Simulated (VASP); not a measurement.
# Y in VASP: a series of runs, part 2 of 2

VASP 6.6.1. The steps go on from the part before.

## Step 4: Work function, PBEsol

INCAR reads:

```
SYSTEM = Y
ALGO = Normal
DIPOL = 0.5 0.5 0.500
EDIFF = 1E-6
ENCUT = 520
GGA = PS
IDIPOL = 3
ISIF = 2
ISMEAR = -1
LASPH = .True.
LCHARG = .True.
LDIPOL = .True.
LELF = .True.
LREAL = .False.
LVACPOTAV = .True.
LVHAR = .True.
LWAVE = .False.
NELM = 60
PREC = Accurate
SIGMA = 0.05
```

KPOINTS reads:

```
k-points
0
Gamma
  8 8 1
  0 0 0
```

POSCAR reads:

```
Y
1.0
    3.6514992371      0.0000000000      0.0000000000
   -1.8257496186      3.1622911012      0.0000000000
    0.0000000000      0.0000000000     20.7474000000
Y
3
Direct
    0.3333333333      0.6666666666      0.3614910784
    0.6666666667      0.3333333334      0.5000000000
    0.3333333333      0.6666666666      0.6385089216
```

Potentials or basis: VASP PAW PBE potentials, release 64 (Y_sv).

On the command line:

```bash
$ cat potpaw_PBE.64/Y_sv/POTCAR > POTCAR
$ mpirun -np 1 vasp_std > vasp.out
```

OUTCAR:

```text
SYSTEM = Y
   EDIFF = 1E-6
   ENCUT = 520
   GGA = PS
   ISIF = 2
   ISMEAR = -1
   LASPH = .True.
   LREAL = .False.
   NELM = 60
   PREC = Accurate

 ion  position               nearest neighbor table
   1  0.333  0.667  0.361-   2 3.56   2 3.56   2 3.56
   2  0.667  0.333  0.500-   1 3.56   3 3.56   1 3.56   3 3.56   1 3.56   3 3.56
   3  0.333  0.667  0.639-   2 3.56   2 3.56   2 3.56

  LATTYP: Found a hexagonal cell.
 ALAT       =     3.6514992371
 C/A-ratio  =     5.6818853443

  Lattice vectors:

 A1 = (   3.6514992371,   0.0000000000,   0.0000000000)
[... 408 lines left out ...]
  --------------------------------------------------------------------------------------
  -------------------------------------------------------------------------------------
  Total       -2.5122291     -2.5122291     -1.9797298      0.0000000      0.0000000     -0.0000000
  in kB      -16.8009205    -16.8009205    -13.2397494      0.0000000      0.0000000     -0.0000000
  external PRESSURE =     -15.6138634 kB  Pullay stress =       0.0000000 kB

 VOLUME and BASIS-vectors are now :
 -----------------------------------------------------------------------------
  energy-cutoff  :      520.00
  volume of cell :      239.57
      direct lattice vectors                 reciprocal lattice vectors
     3.651499237  0.000000000  0.000000000     0.273860115  0.158113211  0.000000000
    -1.825749619  3.162291101  0.000000000     0.000000000  0.316226422  0.000000000
     0.000000000  0.000000000 20.747400000     0.000000000  0.000000000  0.048198810

 POSITION                                       TOTAL-FORCE (eV/Angst)
 -----------------------------------------------------------------------------------
     -0.00000      2.10819      7.50000         0.000000      0.000000      0.343365
      1.82575      1.05410     10.37370        -0.000000      0.000000      0.000000
     -0.00000      2.10819     13.24740         0.000000      0.000000     -0.343365
 -----------------------------------------------------------------------------------
    total drift:                                0.000000      0.000000     -0.000000

  FREE ENERGIE OF THE ION-ELECTRON SYSTEM (eV)
  ---------------------------------------------------
  free  energy   TOTEN  =       -18.8376031106 eV

  energy  without entropy=      -18.7794827974  energy(sigma->0) =      -18.80854295

 vacuum level on the upper side and lower side of the slab         2.733         2.733
```

OSZICAR:

```text
N       E                     dE             d eps       ncg     rms          rms(c)
DAV:   1     0.145762024712E+03    0.14576E+03   -0.16453E+04   536   0.137E+03
DAV:   2     0.961592161701E+00   -0.14480E+03   -0.14057E+03   448   0.303E+02
DAV:   3    -0.193326665050E+02   -0.20294E+02   -0.19930E+02   764   0.574E+01
[... 15 lines left out ...]
DAV:  19    -0.188375687169E+02   -0.99216E-04   -0.20060E-05   344   0.128E-02    0.645E-03
DAV:  20    -0.188375840517E+02   -0.15335E-04   -0.16678E-06   332   0.469E-03    0.134E-03
DAV:  21    -0.188375991337E+02   -0.15082E-04   -0.96260E-07   288   0.314E-03    0.138E-03
DAV:  22    -0.188376021701E+02   -0.30363E-05   -0.23247E-07   272   0.186E-03    0.763E-04
DAV:  23    -0.188376031106E+02   -0.94057E-06   -0.11798E-07   264   0.125E-03
   1 F= -.18837603E+02 E0= -.18808543E+02  d E =-.581203E-01
```

It took 88 s on 1 thread of Intel Xeon Platinum 8488C (Sapphire Rapids), shared host; peak memory 0.35 GiB.

Results:

| Item | Value |
| --- | --- |
| Free energy | -18.8376 eV |
| Largest force | 0.343 eV/Å |
| Band gap on the k mesh | none (metal or under the smearing width) |
| Work function of the upper face | 3.33 eV |
| Work function of the lower face | 3.33 eV |

Forces on the atoms (eV/Å):
```
Y    0.000  0.000  0.343
Y    0.000  0.000  0.000
Y    0.000  0.000 -0.343
```

Caveat: the PAW data sets were made with another functional, which shifts forces and pressure a little.

## Step 5: Work function, RPBE

Edit INCAR of step 4 so:

```diff
@@ -5,3 +5,3 @@
 ENCUT = 520
-GGA = PS
+GGA = RP
 IDIPOL = 3
```

KPOINTS is that of step 4.

POSCAR is that of step 4.

Potentials or basis: VASP PAW PBE potentials, release 64 (Y_sv).

On the command line:

```bash
$ cat potpaw_PBE.64/Y_sv/POTCAR > POTCAR
$ mpirun -np 1 vasp_std > vasp.out
```

OUTCAR:

```text
SYSTEM = Y
   EDIFF = 1E-6
   ENCUT = 520
   GGA = RP
   ISIF = 2
   ISMEAR = -1
   LASPH = .True.
   LREAL = .False.
   NELM = 60
   PREC = Accurate

 ion  position               nearest neighbor table
   1  0.333  0.667  0.361-   2 3.56   2 3.56   2 3.56
   2  0.667  0.333  0.500-   1 3.56   3 3.56   1 3.56   3 3.56   1 3.56   3 3.56
   3  0.333  0.667  0.639-   2 3.56   2 3.56   2 3.56

  LATTYP: Found a hexagonal cell.
 ALAT       =     3.6514992371
 C/A-ratio  =     5.6818853443

  Lattice vectors:

 A1 = (   3.6514992371,   0.0000000000,   0.0000000000)
[... 408 lines left out ...]
  --------------------------------------------------------------------------------------
  -------------------------------------------------------------------------------------
  Total       -0.4812324     -0.4812324     -0.4941362      0.0000000      0.0000000      0.0000000
  in kB       -3.2183163     -3.2183163     -3.3046122      0.0000000      0.0000000      0.0000000
  external PRESSURE =      -3.2470816 kB  Pullay stress =       0.0000000 kB

 VOLUME and BASIS-vectors are now :
 -----------------------------------------------------------------------------
  energy-cutoff  :      520.00
  volume of cell :      239.57
      direct lattice vectors                 reciprocal lattice vectors
     3.651499237  0.000000000  0.000000000     0.273860115  0.158113211  0.000000000
    -1.825749619  3.162291101  0.000000000     0.000000000  0.316226422  0.000000000
     0.000000000  0.000000000 20.747400000     0.000000000  0.000000000  0.048198810

 POSITION                                       TOTAL-FORCE (eV/Angst)
 -----------------------------------------------------------------------------------
     -0.00000      2.10819      7.50000        -0.000000     -0.000000      0.084735
      1.82575      1.05410     10.37370         0.000000      0.000000      0.000000
     -0.00000      2.10819     13.24740        -0.000000     -0.000000     -0.084735
 -----------------------------------------------------------------------------------
    total drift:                                0.000000      0.000000     -0.000000

  FREE ENERGIE OF THE ION-ELECTRON SYSTEM (eV)
  ---------------------------------------------------
  free  energy   TOTEN  =       -17.0166783580 eV

  energy  without entropy=      -16.9579235758  energy(sigma->0) =      -16.98730097

 vacuum level on the upper side and lower side of the slab         2.754         2.754
```

OSZICAR:

```text
N       E                     dE             d eps       ncg     rms          rms(c)
DAV:   1     0.139986195606E+03    0.13999E+03   -0.16543E+04   552   0.137E+03
DAV:   2     0.235681799043E+01   -0.13763E+03   -0.13363E+03   448   0.298E+02
DAV:   3    -0.173157495075E+02   -0.19673E+02   -0.19280E+02   768   0.561E+01
[... 16 lines left out ...]
DAV:  20    -0.170166420160E+02   -0.22301E-04   -0.25978E-06   364   0.697E-03    0.614E-03
DAV:  21    -0.170166649147E+02   -0.22899E-04   -0.22297E-06   300   0.720E-03    0.230E-03
DAV:  22    -0.170166759501E+02   -0.11035E-04   -0.14217E-06   292   0.495E-03    0.221E-03
DAV:  23    -0.170166775207E+02   -0.15706E-05   -0.23393E-07   268   0.220E-03    0.119E-03
DAV:  24    -0.170166783580E+02   -0.83727E-06   -0.15042E-07   256   0.123E-03
   1 F= -.17016678E+02 E0= -.16987301E+02  d E =-.587548E-01
```

stdout:

```text
POSCAR found type information on POSCAR Y
 POSCAR found :  1 types and       3 ions
 scaLAPACK will be used
 -----------------------------------------------------------------------------
[... 23 lines left out ...]
|     Did not find any points to average over, which means that no vacuum     |
|     field-free region was found. Please increase the size of  your cell     |
|     in the dimension of the dipole correction to obtain accurate            |
|     workfunction values.                                                    |
|                                                                             |
 -----------------------------------------------------------------------------
```

Run time: 1.7 min. Hardware: 1 thread of Intel Xeon Platinum 8488C (Sapphire Rapids), shared host; peak memory 0.35 GiB.

Results:

- Free energy: -17.0167 eV
- Largest force: 0.085 eV/Å
- Band gap on the k mesh: none (metal or under the smearing width)
- Work function of the upper face: 3.17 eV
- Work function of the lower face: 3.17 eV

Forces on the atoms (eV/Å):
```
Y    0.000  0.000  0.085
Y    0.000  0.000  0.000
Y    0.000  0.000 -0.085
```

Levels at points of the mesh, in eV from the Fermi level:
```csv
k point,band 13,band 14,band 15,band 16,band 17,band 18,band 19,band 20
"(0.00, 0.00, 0.00)",-4.26,-3.40,-2.24,0.14,0.25,0.80,1.59,1.64
"(0.50, 0.00, 0.00)",-1.55,-1.45,-1.21,-0.46,-0.21,0.48,0.64,1.24
```

Caveat: the PAW data sets were made with another functional, which shifts forces and pressure a little.

## Step 6: Work function, revPBE

Edit INCAR of step 5 so:

```diff
@@ -5,3 +5,3 @@
 ENCUT = 520
-GGA = RP
+GGA = RE
 IDIPOL = 3
```

KPOINTS is that of step 5.

POSCAR is that of step 5.

Potentials or basis: VASP PAW PBE potentials, release 64 (Y_sv).

On the command line:

```bash
$ cat potpaw_PBE.64/Y_sv/POTCAR > POTCAR
$ mpirun -np 1 vasp_std > vasp.out
```

OUTCAR:

```text
SYSTEM = Y
   EDIFF = 1E-6
   ENCUT = 520
   GGA = RE
   ISIF = 2
   ISMEAR = -1
   LASPH = .True.
   LREAL = .False.
   NELM = 60
   PREC = Accurate

 ion  position               nearest neighbor table
   1  0.333  0.667  0.361-   2 3.56   2 3.56   2 3.56
   2  0.667  0.333  0.500-   1 3.56   3 3.56   1 3.56   3 3.56   1 3.56   3 3.56
   3  0.333  0.667  0.639-   2 3.56   2 3.56   2 3.56

  LATTYP: Found a hexagonal cell.
 ALAT       =     3.6514992371
 C/A-ratio  =     5.6818853443

  Lattice vectors:

 A1 = (   3.6514992371,   0.0000000000,   0.0000000000)
 A2 = (  -1.8257496186,   3.1622911012,   0.0000000000)
 A3 = (   0.0000000000,   0.0000000000,  20.7474000000)

Analysis of symmetry for initial positions (statically):
=====================================================================
 Subroutine PRICEL returns:
 Original cell was already a primitive cell.

 Routine SETGRP: Setting up the symmetry group for a
 hexagonal supercell.

 Subroutine GETGRP returns: Found 12 space group operations
 (whereof 12 operations were pure point group operations)
 out of a pool of 24 trial point group operations.

The static configuration has the point symmetry D_3h.

Analysis of symmetry for dynamics (positions and initial velocities):
[... 152 lines left out ...]
 cond. band min:      -0.4325542945   @ k =   0.2500   0.0000   0.0000
 fundamental gap:      0.0510693609
 Fermi energy:        -0.4334702188

 k-point     1 :       0.0000    0.0000    0.0000
  band No.  band energies     occupation
      1     -43.6300      2.00000
      2     -43.6292      2.00000
      3     -42.9819      2.00000
      4     -23.7156      2.00000
      5     -23.6649      2.00000
      6     -23.3898      2.00000
[... 219 lines left out ...]
     19       0.0522      0.00012
     20       0.0617      0.00010

------------------------ aborting loop because EDIFF is reached ----------------------------------------

  FORCE on cell =-STRESS in cart. coord.  units (eV):
  Direction    XX          YY          ZZ          XY          YZ          ZX
  --------------------------------------------------------------------------------------
  -------------------------------------------------------------------------------------
  Total       -0.7262450     -0.7262450     -0.6710449      0.0000000     -0.0000000      0.0000000
  in kB       -4.8568756     -4.8568756     -4.4877166      0.0000000     -0.0000000      0.0000000
  external PRESSURE =      -4.7338226 kB  Pullay stress =       0.0000000 kB

 VOLUME and BASIS-vectors are now :
 -----------------------------------------------------------------------------
  energy-cutoff  :      520.00
  volume of cell :      239.57
      direct lattice vectors                 reciprocal lattice vectors
     3.651499237  0.000000000  0.000000000     0.273860115  0.158113211  0.000000000
    -1.825749619  3.162291101  0.000000000     0.000000000  0.316226422  0.000000000
     0.000000000  0.000000000 20.747400000     0.000000000  0.000000000  0.048198810

 POSITION                                       TOTAL-FORCE (eV/Angst)
 -----------------------------------------------------------------------------------
     -0.00000      2.10819      7.50000        -0.000000     -0.000000      0.115668
      1.82575      1.05410     10.37370         0.000000      0.000000      0.000000
     -0.00000      2.10819     13.24740        -0.000000     -0.000000     -0.115668
 -----------------------------------------------------------------------------------
    total drift:                                0.000000      0.000000     -0.000000

  FREE ENERGIE OF THE ION-ELECTRON SYSTEM (eV)
  ---------------------------------------------------
  free  energy   TOTEN  =       -17.1724502527 eV

  energy  without entropy=      -17.1140415793  energy(sigma->0) =      -17.14324592

 vacuum level on the upper side and lower side of the slab         2.745         2.745
```

It took 74 s on 1 thread of Intel Xeon Platinum 8488C (Sapphire Rapids), shared host; peak memory 0.35 GiB.

What came out:

- Free energy: -17.1725 eV
- Largest force: 0.116 eV/Å
- Band gap on the k mesh: none (metal or under the smearing width)
- Work function of the upper face: 3.18 eV
- Work function of the lower face: 3.18 eV

Forces in eV/Å, atoms in the order of the input:
```
Y    0.000  0.000  0.116
Y    0.000  0.000  0.000
Y    0.000  0.000 -0.116
```

Caveat: the PAW data sets were made with another functional, which shifts forces and pressure a little.

## Step 7: The runs side by side

| level | potentials or basis | gap on the mesh (eV) | largest force (eV/Å) | work function (eV) |
| --- | --- | --- | --- | --- |
| LDA | VASP PAW LDA potentials, release 64 (Y_sv) | none | 0.48 | 3.45 |
| PBE | VASP PAW PBE potentials, release 64 (Y_sv) | none | 0.20 | 3.27 |
| PBEsol | VASP PAW PBE potentials, release 64 (Y_sv) | none | 0.34 | 3.33 |
| RPBE | VASP PAW PBE potentials, release 64 (Y_sv) | none | 0.08 | 3.17 |
| revPBE | VASP PAW PBE potentials, release 64 (Y_sv) | none | 0.12 | 3.18 |

Alike in all rows: task work function; no spin polarisation; cell as given; k mesh 8 × 8 × 1; cutoff (eV) 520; smearing fermi-dirac 0.05 eV.

Caveats: the PAW data sets were made with another functional, which shifts forces and pressure a little (some runs).

Absolute energies hang on the potentials; compare differences alone.
